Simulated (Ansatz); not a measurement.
Born–Oppenheimer molecular dynamics of a periodic cell of 14 atoms, Ti₁₂HO (surface Ti(0001), adsorbate OH, incident energy 0.8 eV, 0° from the normal). It starts from an unrelaxed structure (largest force component 0.54 eV/Å).

Computed with DFT PBE-D3(BJ), scalar-relativistic, plane waves, PAW in Ansatz. Settings: accuracy low, cutoff 420 eV, k mesh 3x3x1, fermi-dirac smearing 0.1 eV, no spin polarisation.

```json
{"ensemble": "NVE (velocity Verlet)", "time step": "0.5 fs", "steps asked": "280", "starting velocities": "zero, but for any typed in the input", "atoms held": "1 to 4", "seed": "359392"}
```

Frames 0.5 fs apart, positions in Å, forces in eV/Å.

Velocities at 50 fs (Å/ps):

```
Ti 0.00 0.00 0.00
Ti 0.00 0.00 0.00
Ti 0.00 0.00 0.00
Ti 0.00 0.00 0.00
Ti 0.13 -0.12 -0.24
Ti -0.09 -0.07 -0.93
Ti -0.01 0.00 -1.17
Ti 0.02 0.13 -1.05
Ti -0.14 0.66 1.52
Ti 0.11 -0.43 -4.46
Ti 0.03 0.14 -1.37
Ti 0.17 -0.06 -0.15
O 0.12 -1.41 -68.91
H -10.80 8.88 -51.91
```

```xyz
14
Lattice="5.9000 0.0000 0.0000 2.9500 5.1095 0.0000 0.0000 0.0000 19.6846" Properties=species:S:1:pos:R:3:forces:R:3 time_fs=50 energy_less_start_eV=-3.360 T=3218
Ti 0.000 0.000 1.000 0.00 0.00 0.51
Ti 2.950 0.000 1.000 0.00 -0.01 0.43
Ti 1.475 2.555 1.000 0.00 0.01 0.50
Ti 4.425 2.555 1.000 0.00 0.00 0.51
Ti 0.002 1.702 3.333 0.01 -0.03 0.04
Ti 2.949 1.699 3.323 -0.01 0.09 -0.10
Ti 1.473 4.259 3.321 0.07 -0.04 -0.20
Ti 4.427 4.261 3.323 -0.06 -0.02 -0.18
Ti -0.002 0.001 5.657 -0.04 0.48 1.09
Ti 2.952 -0.002 5.574 0.01 -0.28 -0.48
Ti 1.477 2.559 5.638 0.10 -0.01 -0.43
Ti 4.423 2.557 5.641 0.18 -0.09 0.37
O 5.879 1.475 7.731 -0.08 -0.42 -2.87
H 6.287 2.355 7.559 -0.16 0.32 0.81
14
Lattice="5.9000 0.0000 0.0000 2.9500 5.1095 0.0000 0.0000 0.0000 19.6846" Properties=species:S:1:pos:R:3:forces:R:3 time_fs=50.5 energy_less_start_eV=-3.445 T=3284
Ti 0.000 0.000 1.000 0.00 0.00 0.51
Ti 2.950 0.000 1.000 0.00 -0.01 0.43
Ti 1.475 2.555 1.000 0.00 0.01 0.50
Ti 4.425 2.555 1.000 0.00 0.00 0.51
Ti 0.002 1.702 3.333 0.01 -0.03 0.04
Ti 2.949 1.699 3.322 -0.01 0.10 -0.10
Ti 1.473 4.259 3.320 0.07 -0.04 -0.20
Ti 4.427 4.261 3.323 -0.06 -0.02 -0.18
Ti -0.002 0.001 5.657 -0.04 0.51 1.11
Ti 2.952 -0.002 5.572 0.01 -0.29 -0.48
Ti 1.477 2.559 5.638 0.10 -0.02 -0.45
Ti 4.423 2.557 5.641 0.19 -0.10 0.36
O 5.879 1.474 7.696 -0.07 -0.42 -2.88
H 6.281 2.360 7.534 -0.19 0.30 0.83
14
Lattice="5.9000 0.0000 0.0000 2.9500 5.1095 0.0000 0.0000 0.0000 19.6846" Properties=species:S:1:pos:R:3:forces:R:3 time_fs=51 energy_less_start_eV=-3.533 T=3352
Ti 0.000 0.000 1.000 0.00 0.00 0.51
Ti 2.950 0.000 1.000 0.00 -0.01 0.42
Ti 1.475 2.555 1.000 0.00 0.01 0.50
Ti 4.425 2.555 1.000 0.00 0.00 0.51
Ti 0.002 1.702 3.333 0.00 -0.03 0.04
Ti 2.949 1.699 3.322 -0.01 0.10 -0.10
Ti 1.473 4.259 3.320 0.07 -0.04 -0.20
Ti 4.427 4.261 3.322 -0.07 -0.02 -0.18
Ti -0.002 0.001 5.658 -0.03 0.54 1.12
Ti 2.952 -0.003 5.570 0.01 -0.30 -0.48
Ti 1.477 2.559 5.637 0.11 -0.02 -0.47
Ti 4.423 2.557 5.641 0.20 -0.10 0.36
O 5.879 1.473 7.661 -0.06 -0.41 -2.88
H 6.275 2.365 7.511 -0.22 0.28 0.85
14
Lattice="5.9000 0.0000 0.0000 2.9500 5.1095 0.0000 0.0000 0.0000 19.6846" Properties=species:S:1:pos:R:3:forces:R:3 time_fs=51.5 energy_less_start_eV=-3.624 T=3422
Ti 0.000 0.000 1.000 0.00 0.00 0.51
Ti 2.950 0.000 1.000 0.00 -0.01 0.42
Ti 1.475 2.555 1.000 0.00 0.01 0.50
Ti 4.425 2.555 1.000 0.00 0.00 0.51
Ti 0.002 1.702 3.333 0.00 -0.03 0.04
Ti 2.949 1.699 3.321 -0.01 0.11 -0.10
Ti 1.473 4.259 3.319 0.08 -0.04 -0.20
Ti 4.427 4.261 3.322 -0.07 -0.03 -0.18
Ti -0.002 0.002 5.659 -0.03 0.57 1.12
Ti 2.952 -0.003 5.568 0.01 -0.31 -0.48
Ti 1.477 2.559 5.636 0.11 -0.03 -0.48
Ti 4.423 2.557 5.641 0.21 -0.11 0.35
O 5.879 1.472 7.626 -0.04 -0.38 -2.88
H 6.269 2.372 7.490 -0.25 0.24 0.86
14
Lattice="5.9000 0.0000 0.0000 2.9500 5.1095 0.0000 0.0000 0.0000 19.6846" Properties=species:S:1:pos:R:3:forces:R:3 time_fs=52 energy_less_start_eV=-3.717 T=3495
Ti 0.000 0.000 1.000 0.00 0.00 0.51
Ti 2.950 0.000 1.000 0.00 -0.01 0.42
Ti 1.475 2.555 1.000 0.00 0.01 0.50
Ti 4.425 2.555 1.000 0.00 0.00 0.51
Ti 0.002 1.702 3.333 0.00 -0.03 0.04
Ti 2.949 1.699 3.321 -0.01 0.11 -0.10
Ti 1.473 4.259 3.318 0.08 -0.05 -0.20
Ti 4.427 4.261 3.321 -0.08 -0.03 -0.17
Ti -0.002 0.002 5.660 -0.03 0.59 1.12
Ti 2.952 -0.003 5.565 0.01 -0.32 -0.48
Ti 1.477 2.559 5.636 0.11 -0.03 -0.50
Ti 4.423 2.557 5.641 0.22 -0.11 0.34
O 5.879 1.472 7.590 -0.02 -0.33 -2.86
H 6.262 2.378 7.471 -0.28 0.19 0.87
14
Lattice="5.9000 0.0000 0.0000 2.9500 5.1095 0.0000 0.0000 0.0000 19.6846" Properties=species:S:1:pos:R:3:forces:R:3 time_fs=52.5 energy_less_start_eV=-3.813 T=3569
Ti 0.000 0.000 1.000 0.00 0.00 0.50
Ti 2.950 0.000 1.000 0.00 -0.01 0.41
Ti 1.475 2.555 1.000 0.00 0.01 0.50
Ti 4.425 2.555 1.000 0.00 0.00 0.51
Ti 0.002 1.702 3.333 0.00 -0.02 0.04
Ti 2.949 1.699 3.320 -0.01 0.12 -0.10
Ti 1.473 4.259 3.318 0.09 -0.05 -0.20
Ti 4.427 4.261 3.321 -0.08 -0.03 -0.17
Ti -0.002 0.003 5.661 -0.02 0.62 1.11
Ti 2.952 -0.003 5.563 0.01 -0.33 -0.48
Ti 1.477 2.559 5.635 0.11 -0.04 -0.51
Ti 4.423 2.557 5.641 0.23 -0.12 0.33
O 5.879 1.470 7.553 0.01 -0.27 -2.83
H 6.254 2.385 7.454 -0.32 0.13 0.87
14
Lattice="5.9000 0.0000 0.0000 2.9500 5.1095 0.0000 0.0000 0.0000 19.6846" Properties=species:S:1:pos:R:3:forces:R:3 time_fs=53 energy_less_start_eV=-3.911 T=3644
Ti 0.000 0.000 1.000 0.00 0.00 0.50
Ti 2.950 0.000 1.000 0.00 -0.01 0.41
Ti 1.475 2.555 1.000 0.00 0.01 0.50
Ti 4.425 2.555 1.000 0.00 0.00 0.51
Ti 0.002 1.702 3.333 -0.01 -0.02 0.04
Ti 2.949 1.699 3.320 0.00 0.12 -0.10
Ti 1.473 4.259 3.317 0.09 -0.05 -0.20
Ti 4.427 4.261 3.320 -0.09 -0.04 -0.17
Ti -0.002 0.003 5.662 -0.02 0.64 1.10
Ti 2.953 -0.004 5.561 0.01 -0.34 -0.48
Ti 1.477 2.559 5.634 0.10 -0.04 -0.51
Ti 4.423 2.557 5.641 0.24 -0.12 0.31
O 5.879 1.470 7.517 0.03 -0.20 -2.78
H 6.245 2.393 7.439 -0.35 0.06 0.87
14
Lattice="5.9000 0.0000 0.0000 2.9500 5.1095 0.0000 0.0000 0.0000 19.6846" Properties=species:S:1:pos:R:3:forces:R:3 time_fs=53.5 energy_less_start_eV=-4.010 T=3721
Ti 0.000 0.000 1.000 0.00 0.00 0.50
Ti 2.950 0.000 1.000 0.00 -0.01 0.41
Ti 1.475 2.555 1.000 0.00 0.01 0.50
Ti 4.425 2.555 1.000 0.00 0.00 0.51
Ti 0.002 1.702 3.332 -0.01 -0.02 0.03
Ti 2.949 1.699 3.319 0.00 0.13 -0.10
Ti 1.473 4.259 3.317 0.10 -0.05 -0.20
Ti 4.427 4.261 3.320 -0.09 -0.04 -0.17
Ti -0.002 0.004 5.663 -0.02 0.66 1.08
Ti 2.953 -0.004 5.558 0.01 -0.35 -0.48
Ti 1.477 2.559 5.633 0.09 -0.05 -0.52
Ti 4.424 2.557 5.641 0.25 -0.12 0.29
O 5.879 1.468 7.479 0.06 -0.12 -2.72
H 6.236 2.401 7.427 -0.39 -0.03 0.85
14
Lattice="5.9000 0.0000 0.0000 2.9500 5.1095 0.0000 0.0000 0.0000 19.6846" Properties=species:S:1:pos:R:3:forces:R:3 time_fs=54 energy_less_start_eV=-4.109 T=3798
Ti 0.000 0.000 1.000 0.00 0.00 0.50
Ti 2.950 0.000 1.000 0.00 -0.01 0.40
Ti 1.475 2.555 1.000 0.00 0.01 0.50
Ti 4.425 2.555 1.000 0.00 0.01 0.51
Ti 0.003 1.701 3.332 -0.01 -0.02 0.03
Ti 2.949 1.699 3.319 0.00 0.13 -0.10
Ti 1.473 4.259 3.316 0.10 -0.05 -0.20
Ti 4.427 4.261 3.319 -0.10 -0.05 -0.17
Ti -0.002 0.004 5.665 -0.01 0.67 1.06
Ti 2.953 -0.004 5.556 0.01 -0.36 -0.48
Ti 1.477 2.559 5.632 0.08 -0.06 -0.52
Ti 4.424 2.557 5.641 0.26 -0.12 0.27
O 5.879 1.467 7.442 0.09 -0.03 -2.63
H 6.225 2.409 7.416 -0.42 -0.12 0.82
14
Lattice="5.9000 0.0000 0.0000 2.9500 5.1095 0.0000 0.0000 0.0000 19.6846" Properties=species:S:1:pos:R:3:forces:R:3 time_fs=54.5 energy_less_start_eV=-4.208 T=3874
Ti 0.000 0.000 1.000 0.00 0.00 0.50
Ti 2.950 0.000 1.000 0.00 -0.01 0.40
Ti 1.475 2.555 1.000 0.01 0.01 0.50
Ti 4.425 2.555 1.000 0.00 0.01 0.51
Ti 0.003 1.701 3.332 -0.02 -0.01 0.02
Ti 2.948 1.699 3.318 0.00 0.14 -0.10
Ti 1.473 4.259 3.315 0.10 -0.05 -0.20
Ti 4.427 4.261 3.318 -0.10 -0.05 -0.16
Ti -0.002 0.005 5.666 -0.01 0.68 1.03
Ti 2.953 -0.005 5.553 0.01 -0.37 -0.47
Ti 1.477 2.559 5.631 0.07 -0.06 -0.52
Ti 4.424 2.557 5.641 0.27 -0.13 0.25
O 5.879 1.466 7.404 0.11 0.08 -2.53
H 6.214 2.416 7.407 -0.45 -0.22 0.78
14
Lattice="5.9000 0.0000 0.0000 2.9500 5.1095 0.0000 0.0000 0.0000 19.6846" Properties=species:S:1:pos:R:3:forces:R:3 time_fs=55 energy_less_start_eV=-4.306 T=3950
Ti 0.000 0.000 1.000 0.00 0.00 0.49
Ti 2.950 0.000 1.000 0.00 -0.01 0.40
Ti 1.475 2.555 1.000 0.01 0.01 0.50
Ti 4.425 2.555 1.000 0.00 0.01 0.51
Ti 0.003 1.701 3.332 -0.02 -0.01 0.02
Ti 2.948 1.699 3.318 0.00 0.14 -0.10
Ti 1.473 4.259 3.314 0.11 -0.06 -0.20
Ti 4.427 4.261 3.318 -0.11 -0.06 -0.16
Ti -0.003 0.005 5.667 0.00 0.68 0.99
Ti 2.953 -0.005 5.551 0.01 -0.37 -0.47
Ti 1.477 2.559 5.630 0.06 -0.07 -0.51
Ti 4.424 2.557 5.641 0.27 -0.13 0.22
O 5.879 1.465 7.365 0.14 0.19 -2.41
H 6.202 2.423 7.401 -0.47 -0.33 0.72
14
Lattice="5.9000 0.0000 0.0000 2.9500 5.1095 0.0000 0.0000 0.0000 19.6846" Properties=species:S:1:pos:R:3:forces:R:3 time_fs=55.5 energy_less_start_eV=-4.401 T=4023
Ti 0.000 0.000 1.000 0.00 0.00 0.49
Ti 2.950 0.000 1.000 0.00 -0.01 0.40
Ti 1.475 2.555 1.000 0.01 0.01 0.50
Ti 4.425 2.555 1.000 0.00 0.01 0.51
Ti 0.003 1.701 3.332 -0.02 -0.01 0.01
Ti 2.948 1.699 3.317 0.01 0.14 -0.10
Ti 1.473 4.259 3.314 0.11 -0.06 -0.20
Ti 4.427 4.261 3.317 -0.11 -0.06 -0.16
Ti -0.003 0.006 5.668 0.01 0.68 0.94
Ti 2.953 -0.005 5.549 0.01 -0.38 -0.47
Ti 1.477 2.559 5.629 0.04 -0.07 -0.51
Ti 4.424 2.556 5.641 0.28 -0.12 0.19
O 5.879 1.464 7.326 0.16 0.31 -2.26
H 6.188 2.429 7.396 -0.48 -0.44 0.66
```

Of the whole run (140 fs, mean temperature of the second half 3256 K): The conserved energy stayed within 0.5 meV per atom of its start (net change -0.097 meV per atom), so the integration is sound. A run of 0.14 ps of so small a system gives no equilibrium averages. Limits of this set-up: coarse k mesh, thin slab, slab without dipole correction, odd electron count without spin, low accuracy level.

The run took 34 min on 2 threads of Intel(R) Xeon(R) CPU @ 2.80GHz (Skylake/Cascade Lake), on a shared host, peak memory 1.3 GiB.
